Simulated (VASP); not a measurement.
# CoO (P3m1) in VASP: notebook, part 2 of 2

VASP 6.6.1. Earlier steps stand in the parts before.

### 4 Single point, PBE, collinear spin, ferromagnetic start

File INCAR:

```
PREC = Normal
ENCUT = 450
EDIFF = 1E-6
ISMEAR = 0
SIGMA = 0.05
LREAL = F
LASPH = T
NELM = 100
ALGO = Normal
ISIF = 2
LWAVE = F
LCHARG = F
ISPIN = 2
MAGMOM = 2 2 0 0
LORBIT = 11
LMAXMIX = 4
GGA = PE
NBANDS = 27
ADDGRID = F
```

File KPOINTS:

```
Automatic mesh
0
Gamma
  5 5 3
```

File POSCAR:

```
CoO
1.0
    3.1976457435      0.0000000000      0.0000000000
   -1.5988228718      2.7692424462      0.0000000000
    0.0000000000      0.0000000000      5.2287097100
Co O
2 2
Direct
    0.3333333333      0.6666666667      0.5033624100
    0.0000000000      0.0000000000      0.0034741400
    0.3333333333      0.6666666667      0.8715556000
    0.0000000000      0.0000000000      0.3716088500
```

Potentials or basis: VASP PAW PBE potentials, release 64 (Co, O).

On the command line:

```sh
> cat potpaw_PBE.64/Co/POTCAR potpaw_PBE.64/O/POTCAR > POTCAR
> mpirun -np 1 vasp_std > vasp.out
```

OUTCAR:

```text
PREC = Normal
   ENCUT = 450
   EDIFF = 1E-6
   ISMEAR = 0
   LREAL = F
   LASPH = T
   NELM = 100
   ISIF = 2
   ISPIN = 2
   LORBIT = 11
   GGA = PE

 Found     12 irreducible k-points:

 Following reciprocal coordinates:
            Coordinates               Weight
  0.000000  0.000000  0.000000      1.000000
  0.200000  0.000000  0.000000      6.000000
  0.400000  0.000000  0.000000      6.000000
  0.200000  0.200000  0.000000      6.000000
  0.400000  0.200000  0.000000      6.000000
  0.000000  0.000000  0.333333      2.000000
   k-points           NKPTS =     12   k-points in BZ     NKDIM =     12   number of bands    NBANDS=     27
   number of dos      NEDOS =    301   number of ions     NIONS =      4
   total plane-waves  NPLWV =   9072
   dimension x,y,z NGX =    18 NGY =   18 NGZ =   28
   dimension x,y,z NGXF=    36 NGYF=   36 NGZF=   56
   ions per type =               2   2
   NGX,Y,Z   is equivalent  to a cutoff of   9.36,  9.36,  8.90 a.u.
   NGXF,Y,Z  is equivalent  to a cutoff of  18.72, 18.72, 17.81 a.u.
 SYSTEM =  unknown system
   PREC   = normal    normal or accurate (medium, high low for compatibility)
   ISTART =      0    job   : 0-new  1-cont  2-samecut
   ICHARG =      2    charge: 1-file 2-atom 10-const
   ISPIN  =      2    spin polarized calculation?
   LNONCOLLINEAR =      F non collinear calculations
   LSORBIT =      F    spin-orbit coupling
   LASPH  =      T    aspherical Exc in radial PAW
   ENCUT  =  450.0 eV  33.07 Ry    5.75 a.u.   5.53  5.53  9.04*2*pi/ulx,y,z
   NELM   =    100;   NELMIN=  2; NELMDL= -5     # of ELM steps
   EDIFF  = 0.1E-05   stopping-criterion for ELM
   LREAL  =      F    real-space projection
   EDIFFG = 0.1E-04   stopping-criterion for IOM
   NSW    =      0    number of steps for IOM
   IBRION =     -1    ionic relax: 0-MD 1-quasi-New 2-CG
   NFREE  =      0    steps in history (QN), initial steepest desc. (CG)
   ISIF   =      2    stress and relaxation
   ISYM   =      2    0-nonsym 1-usesym 2-fastsym
   POTIM  = 0.5000    time-step for ionic-motion
   TEBEG  =    0.0;   TEEND  =   0.0 temperature during run
   PSTRESS=    0.0 pullay stress
   NELECT =      30.0000    total number of electrons
   NUPDOWN=      -1.0000    fix difference up-down
   EMIN   =  10.00;   EMAX   =-10.00  energy-range for DOS
   EFERMI =   0.00;   METHOD = LEGACY
   ISMEAR =     0;   SIGMA  =   0.05  broadening in eV -4-tet -1-fermi 0-gaus
   EFERMI_NEDOS =   21; number of points for ismear=-14 and -15
   IALGO  =     38    algorithm
   IMIX   =      4    mixing-type and parameters
     AMIX     =   0.40;   BMIX     =  1.00
     AMIX_MAG =   1.60;   BMIX_MAG =  1.00
  volume/ion in A,a.u.               =      11.58        78.11
  Fermi-wavevector in a.u.,A,eV,Ry     =   1.416620  2.677023 27.304329  2.006812
  Thomas-Fermi vector in A             =   2.537935
   LORBIT       =     11    0 simple, 1 ext, 2 COOP (PROOUT), +10 PAW based schemes
   GGA     = PE    functional components
   LHFCALC =     F    Hartree Fock is set to
   AEXX    =    0.0000 exact exchange contribution
   IVDW    =     0    specifies the selected vdW correction
   LEPSILON=     F    determine dielectric tensor
   LRPA    =     F    only Hartree local field effects (RPA)
 spin polarized calculation
 Gauss-broadening in eV      SIGMA  =   0.05
  energy-cutoff  :      450.00
  volume of cell :       46.30
 maximum number of plane-waves:      1020
   NGX = 11   NGY = 11   NGZ = 19

 number of electron      29.9999996 magnetization       5.9057111

 Free energy of the ion-electron system (eV)
  ---------------------------------------------------
  ext. energy  EPLUGINS =         0.00000000
  ---------------------------------------------------
  free energy    TOTEN  =       -26.63404805 eV

  energy without entropy =      -26.63196125  energy(sigma->0) =      -26.63300465

 E-fermi :   6.0123     XC(G=0): -11.1116

 val. band max:        6.0046328073   @ k =   0.4000   0.2000   0.0000
 cond. band min:       6.1254976722   @ k =   0.4000   0.2000   0.3333
 fundamental gap:      0.1208648649
 Fermi energy:         6.0123203512

 spin component 1

 k-point     1 :       0.0000    0.0000    0.0000
  band No.  band energies     occupation
      1     -13.9713      1.00000
      2     -13.3401      1.00000
      3      -1.0009      1.00000
      4      -0.2266      1.00000
      5      -0.0589      1.00000
      6      -0.0589      1.00000
[... 19 lines left out ...]
     26      20.7747      0.00000
     27      22.1611      0.00000

 k-point     2 :       0.2000    0.0000    0.0000
  band No.  band energies     occupation
      1     -13.7835      1.00000
      2     -13.2634      1.00000
      3      -0.6826      1.00000
      4      -0.4435      1.00000
      5      -0.0961      1.00000
      6       0.0501      1.00000
[... 19 lines left out ...]
     26      20.8218      0.00000
     27      21.3508      0.00000

 k-point     3 :       0.4000    0.0000    0.0000
  band No.  band energies     occupation
      1     -13.4341      1.00000
      2     -13.1700      1.00000
      3      -0.8594      1.00000
      4      -0.4981      1.00000
      5       0.0615      1.00000
      6       0.2001      1.00000
[... 54 lines left out ...]
      1     -13.2940      1.00000
      2     -13.1752      1.00000
      3      -0.4719      1.00000
      4      -0.4657      1.00000
      5       0.0604      1.00000
      6       0.1494      1.00000
[... 19 lines left out ...]
     26      19.5340      0.00000
     27      21.8951      0.00000

 k-point     6 :       0.0000    0.0000    0.3333
  band No.  band energies     occupation
      1     -13.8168      1.00000
      2     -13.5004      1.00000
      3      -0.9720      1.00000
      4      -0.5871      1.00000
      5       0.0103      1.00000
      6       0.0103      1.00000
[... 19 lines left out ...]
     26      20.0925      0.00000
     27      23.3462      0.00000

 [... further k-points ...]

 spin component 2

 k-point     1 :       0.0000    0.0000    0.0000
  band No.  band energies     occupation
      1     -13.4041      1.00000
      2     -12.7394      1.00000
      3      -0.4574      1.00000
      4       1.0912      1.00000
      5       1.2376      1.00000
      6       1.2377      1.00000
[... 19 lines left out ...]
     26      21.2931      0.00000
     27      23.2232      0.00000

 k-point     2 :       0.2000    0.0000    0.0000
  band No.  band energies     occupation
      1     -13.2075      1.00000
      2     -12.6580      1.00000
      3      -0.1012      1.00000
      4       0.5684      1.00000
      5       0.9722      1.00000
      6       1.2114      1.00000
[... 19 lines left out ...]
     26      21.5716      0.00000
     27      21.8727      0.00000

 k-point     3 :       0.4000    0.0000    0.0000
  band No.  band energies     occupation
      1     -12.8389      1.00000
      2     -12.5589      1.00000
      3      -0.1393      1.00000
      4       0.1650      1.00000
      5       0.6960      1.00000
      6       1.3328      1.00000
[... 54 lines left out ...]
      1     -12.6901      1.00000
      2     -12.5643      1.00000
      3       0.1099      1.00000
      4       0.2707      1.00000
      5       0.8806      1.00000
      6       1.0024      1.00000
[... 19 lines left out ...]
     26      20.2514      0.00000
     27      22.7327      0.00000

 k-point     6 :       0.0000    0.0000    0.3333
  band No.  band energies     occupation
      1     -13.2427      1.00000
      2     -12.9098      1.00000
      3      -0.2265      1.00000
      4       0.5100      1.00000
      5       1.2684      1.00000
      6       1.2684      1.00000
[... 19 lines left out ...]
     26      20.6754      0.00000
     27      24.0501      0.00000

 [... further k-points ...]

------------------------ aborting loop because EDIFF is reached ----------------------------------------

  FORCE on cell =-STRESS in cart. coord.  units (eV):
  Direction    XX          YY          ZZ          XY          YZ          ZX
  --------------------------------------------------------------------------------------
  -------------------------------------------------------------------------------------
  Total       -0.2341950     -0.2341950      0.8378593      0.0000000     -0.0000000      0.0000000
  in kB       -8.1040548     -8.1040548     28.9931794      0.0000000     -0.0000000      0.0000000
  external PRESSURE =       4.2616899 kB  Pullay stress =       0.0000000 kB

 VOLUME and BASIS-vectors are now :
 -----------------------------------------------------------------------------
  energy-cutoff  :      450.00
  volume of cell :       46.30
      direct lattice vectors                 reciprocal lattice vectors
     3.197645743  0.000000000  0.000000000     0.312730077  0.180554794  0.000000000
    -1.598822872  2.769242446  0.000000000     0.000000000  0.361109588  0.000000000
     0.000000000  0.000000000  5.228709710     0.000000000  0.000000000  0.191251773

 POSITION                                       TOTAL-FORCE (eV/Angst)
 -----------------------------------------------------------------------------------
     -0.00000      1.84616      2.63194         0.000000     -0.000000     -0.288854
      0.00000      0.00000      0.01817         0.000000      0.000000     -0.296148
     -0.00000      1.84616      4.55711        -0.000000      0.000000      0.293206
      0.00000      0.00000      1.94303        -0.000000     -0.000000      0.291796
 -----------------------------------------------------------------------------------
    total drift:                                0.000008      0.000013     -0.001873

  FREE ENERGIE OF THE ION-ELECTRON SYSTEM (eV)
  ---------------------------------------------------
  free  energy   TOTEN  =       -26.6340480489 eV

  energy  without entropy=      -26.6319612548  energy(sigma->0) =      -26.63300465

 total charge

# of ion       s       p       d       tot
------------------------------------------
    1        0.348   0.434   7.189   7.972
    2        0.348   0.434   7.189   7.972
    3        1.560   3.451   0.000   5.011
    4        1.560   3.451   0.000   5.011
--------------------------------------------------
tot          3.817   7.770  14.378  25.966

 magnetization (x)

# of ion       s       p       d       tot
------------------------------------------
    1        0.016   0.060   2.437   2.513
    2        0.016   0.060   2.437   2.513
    3        0.022   0.299   0.000   0.321
    4        0.022   0.299   0.000   0.321
--------------------------------------------------
tot          0.076   0.718   4.873   5.667
```

OSZICAR:

```text
N       E                     dE             d eps       ncg     rms          rms(c)
DAV:   1     0.235005463716E+03    0.23501E+03   -0.12440E+04  1304   0.116E+03
DAV:   2    -0.694832888336E+01   -0.24195E+03   -0.21743E+03  1345   0.292E+02
[... 11 lines left out ...]
DAV:  14    -0.266339651978E+02    0.40356E-04   -0.37168E-04  1543   0.186E-01    0.703E-02
DAV:  15    -0.266340220535E+02   -0.56856E-04   -0.12617E-04  1456   0.145E-01    0.640E-02
DAV:  16    -0.266340436735E+02   -0.21620E-04   -0.56904E-05  1551   0.919E-02    0.258E-02
DAV:  17    -0.266340465632E+02   -0.28896E-05   -0.15108E-05  1638   0.454E-02    0.125E-02
DAV:  18    -0.266340475985E+02   -0.10353E-05   -0.46308E-06  1132   0.208E-02    0.592E-03
DAV:  19    -0.266340480489E+02   -0.45045E-06   -0.14081E-06   848   0.869E-03
   1 F= -.26634048E+02 E0= -.26633005E+02  d E =-.208679E-02  mag=     5.9065
```

stdout:

```text
POSCAR found type information on POSCAR CoO
 POSCAR found :  2 types and       4 ions
 scaLAPACK will be used
 LDA part: xc-table for (Slater+PW92), standard interpolation
 POSCAR, INCAR and KPOINTS ok, starting setup
 FFT: planning ... GRIDC
 FFT: planning ... GRID_SOFT
 FFT: planning ... GRID
 WAVECAR not read
 entering main loop
```

Run time: 13 s. Hardware: 1 thread of Intel Xeon 6975P-C (Granite Rapids), shared host; peak memory 0.14 GiB.

The run converged, but some of its settings lie outside the range that counts as converged, so its numbers aren't taken as properties of the crystal.

Results:

```yaml
Free_energy: -26.6340 eV
Largest_force: 0.296 eV/Å
Band_gap_on_the_k_mesh: none (metal or under the smearing width)
Net_moment: 5.91 μB per cell
Site_moments: Co +2.51; O +0.32 μB
Valence_electrons_inside_the_program's_atomic_spheres: Co 7.97; O 5.01
```

Caveat: the k mesh is coarse (spacing up to 0.45 Å⁻¹), so the values aren't converged; the cutoff is under 1.25 times the usual one of these potentials, so pressure, stress and relaxed cells hold a basis-set (Pulay) error; semilocal functionals often make such compounds metallic where correlation or magnetic order opens a gap, which also shifts bond lengths.

### 5 Single point, PBE, collinear spin, ferromagnetic start

INCAR is that of step 4.

KPOINTS is that of step 4.

File POSCAR:

```
CoO
1.0
    3.1976457435      0.0000000000      0.0000000000
   -1.5988228718      2.7692424462      0.0000000000
    0.0000000000      0.0000000000      5.2287097100
Co O
2 2
Direct
    0.3365030000      0.6381030000      0.5003980000
    0.0481210000      0.0161470000     -0.0014250000
    0.3062570000      0.6452830000      0.8672390000
    0.0541720000      0.0112240000      0.3867870000
```

On the command line:

```sh
> cat potpaw_PBE.64/Co/POTCAR potpaw_PBE.64/O/POTCAR > POTCAR
> mpirun -np 1 vasp_std > vasp.out
```

Run time: 30 s. Hardware: 1 thread of Intel Xeon 6975P-C (Granite Rapids), shared host; peak memory 0.17 GiB.

These settings aren't checked as converged: the numbers below hold their error.

What came out:

```yaml
Free_energy: -26.4227 eV
Largest_force: 1.351 eV/Å
Band_gap_on_the_k_mesh: none (metal or under the smearing width)
Net_moment: 5.68 μB per cell
Site_moments: Co +2.44, +2.42; O +0.31, +0.30 μB
Valence_electrons_inside_the_program's_atomic_spheres: Co 8.05, 7.97; O 5.01
```

Caveat: the k mesh is coarse (spacing up to 0.45 Å⁻¹), so the values aren't converged; the cutoff is under 1.25 times the usual one of these potentials, so pressure, stress and relaxed cells hold a basis-set (Pulay) error; semilocal functionals often make such compounds metallic where correlation or magnetic order opens a gap, which also shifts bond lengths.
